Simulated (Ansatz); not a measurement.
Ionic part of the dielectric constant of GaAs at 6 GPa, mode by mode

Theory: DFT PBE, scalar-relativistic, plane waves, PAW (Ansatz 0.2.0). Settings: 420 eV plane-wave cutoff, Γ-centred 12×12×12 mesh, fixed occupations. No spin polarisation. Phonons by linear response, acoustic sum rule imposed.

Symmetry: F-43m, No. 216, cubic system. The conventional cell has a = 5.592 Å, b = 5.592 Å, c = 5.592 Å, α = 90.00°, β = 90.00°, γ = 90.00°. Ga (site symmetry -43m) has 4 As at 2.42 Å as nearest neighbours. As (site symmetry -43m) is surrounded by 4 Ga at 2.42 Å.

 The run warned that the force constants aren't converged on this k mesh, so the frequencies and all that is formed from them are rough. The bands were filled as in an insulator; under compression the gap may have closed between mesh points.

The primitive cell has V = 43.71 Å³ and ε∞,xx = 12.867. Each polar mode adds Δε = (4.92064×10⁷/V)·S/ν² along x, with S its oscillator strength in e²/amu, ν in cm⁻¹ and V in Å³.

Q: From these modes, find each Δε and ε0,xx.
| ν (cm⁻¹) | S_xx (e²/amu) |
| --- | --- |
| 277.9 | 0.1171 |

A:
```csv
ν (cm⁻¹),Δε
277.9,1.71
```

The sum is 1.706, so ε0,xx = 14.57; the run's tensor has 14.57.

Q: Where do the longitudinal modes lie for a wave vector along x?

A: At 296 cm⁻¹. The Lyddane–Sachs–Teller product Π(ν_LO/ν_TO)² = 1.13 matches ε0/ε∞ = 1.13.

Cost: 1 run of about 6.4 core-minutes, on Intel Xeon Processor @ 2.50GHz (Skylake/Cascade Lake) (shared hosts).

The dielectric response of compressed GaAs is mainly electronic: ε∞ is 12.867, while the lattice adds only about 1.71. This fits a largely covalent sp³ network, in which the small electronegativity difference limits the charge displaced by the polar motion and the directional bonds resist it. The atomic masses cancel from this static contribution, which is set by the dynamical charge and the restoring force. Strong electronic screening also weakens the macroscopic field of the longitudinal mode, keeping it close to the transverse one.

The electronic part looks too large, since it exceeds the measured ambient-pressure value and compression normally lowers it further. The likely cause is the underestimated PBE band gap, which makes the electrons too polarisable. The Lyddane–Sachs–Teller agreement confirms that the mode data and dielectric tensor are mutually consistent, but is no independent test of their accuracy. A single pressure cannot show how compression divides its effect between electronic screening, dynamical charge and bond stiffness.
